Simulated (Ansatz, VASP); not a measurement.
One calculation of HCl, two programs

```xyz
2
Lattice="0.0000 2.4610 2.6266 2.3138 0.0000 2.6266 2.3138 2.4610 0.0000" Properties=species:S:1:pos:R:3 pbc="T T T"
H     0.0000    0.0000    0.0000
Cl    2.3138    2.4610    2.6266
```

Change from the starting cell: strain -0.080 along x and y, -0.080 along z, atoms carried along.

Alike in both runs: task single point; functional PBEsol; k mesh 16 × 16 × 16; occupations gaussian, width 0.15 eV; no spin polarisation.

|  | VASP | Ansatz |
| --- | --- | --- |
| version | VASP 6.6.1 | Ansatz 0.2.0 |
| potentials or method | VASP PAW PBE potentials, release 64 (H, Cl) | scalar-relativistic, plane waves, PAW |
| plane-wave cutoff (eV) | 520 | 420 |
| valence electrons in the cell | 8 | 8 |

VASP gave:

```
gap on the k mesh at the Fermi level (eV)       : none
pressure (GPa)                                  : -10.5
largest component of the traceless stress (GPa) : 6.78
```

**Question.** Estimate Ansatz's values.

**Answer.** gap on the k mesh at the Fermi level (eV): none; pressure (GPa): -10.4; largest component of the traceless stress (GPa): 6.76.

A gap of «none» marks a metal or a gap that the smearing closes. With one functional, cell and mesh, what is left measures potentials, basis and numerics.

Caveats: the PAW data sets were made with another functional, which shifts forces and pressure a little (VASP).
